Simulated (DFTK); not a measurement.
# As: band structure with TASK

The system is As.

```
CELL_PARAMETERS angstrom
1.88080 1.08588 3.51406
-1.88080 1.08588 3.51406
0.00000 -2.17176 3.51406
ATOMIC_POSITIONS crystal
As 0.22600 0.22600 0.22600
As 0.77400 0.77400 0.77400
```

| Quantity | Value |
| --- | --- |
| Program | DFTK 0.8.2 |
| Task | band structure |
| Functional | TASK |
| Potentials or basis | cp2k.nc.sr.pbe.v0_1.semicore.gth (PBE, GTH) |
| Cutoff | 707 eV |
| k mesh | 7 × 7 × 7 |
| Occupations | fermi-dirac, width 0.05 eV |
| Spin | no spin polarisation |
| Valence electrons | As 5 |
| SCF tolerance on the density | 1e-06 |
| SCF solver | ScfAndersonSolver |

* Pressure: 5.9 GPa
* Largest force: 0.019 eV/Å
* Band gap along the path: none (metal or under the smearing width)

Forces on the atoms (eV/Å):
```
As   0.000  0.000  0.019
As   0.000  0.000 -0.019
```

Stress tensor (GPa, compression positive):
```
5.63 0.00 0.00
0.00 5.63 0.00
0.00 0.00 6.34
```

Levels at the corners of the path, in eV from the Fermi level:
| point | band 2 | band 3 | band 4 | band 5 | band 6 | band 7 | band 8 | band 9 |
| --- | --- | --- | --- | --- | --- | --- | --- | --- |
| Γ | -6.56 | -2.97 | -2.58 | -2.58 | 1.65 | 2.99 | 2.99 | 7.88 |
| L | -12.63 | -3.52 | -3.41 | -0.60 | -0.26 | 0.53 | 1.42 | 10.28 |
| B1 | -12.09 | -6.76 | -6.15 | -1.81 | 1.37 | 5.82 | 6.10 | 7.93 |
| B | -12.09 | -6.76 | -6.15 | -1.81 | 1.37 | 5.82 | 6.10 | 7.93 |
| Z | -11.28 | -2.27 | -2.27 | -0.63 | 0.62 | 0.62 | 2.03 | 9.82 |
| Γ | -6.56 | -2.97 | -2.58 | -2.58 | 1.65 | 2.99 | 2.99 | 7.88 |
| X | -12.37 | -7.05 | -4.18 | -4.10 | 3.56 | 3.57 | 6.38 | 6.94 |
| Q | -12.37 | -7.05 | -4.18 | -4.10 | 3.56 | 3.57 | 6.38 | 6.94 |
| F | -11.11 | -6.77 | -4.92 | -4.89 | 1.81 | 5.87 | 7.86 | 8.02 |
| P1 | -11.53 | -6.98 | -4.50 | -3.49 | 2.44 | 4.10 | 6.96 | 7.22 |
| Z | -11.28 | -2.27 | -2.27 | -0.63 | 0.62 | 0.62 | 2.03 | 9.82 |
| L | -12.63 | -3.52 | -3.41 | -0.60 | -0.26 | 0.53 | 1.42 | 10.28 |
| P | -11.53 | -6.98 | -4.50 | -3.49 | 2.44 | 4.10 | 6.96 | 7.22 |

Wall time 6.1 min on 1 thread of Intel(R) Xeon(R) Platinum 8488C (Sapphire Rapids), with other jobs on the host, peak memory 1.8 GiB.

Caveat: GTH potentials come without recommended cutoffs, and this one wasn't checked for convergence; the program warned that the kinetic-energy density falls under its von Weizsäcker bound, which can give unphysical results; the potentials were made for another functional, which shifts forces and pressure.
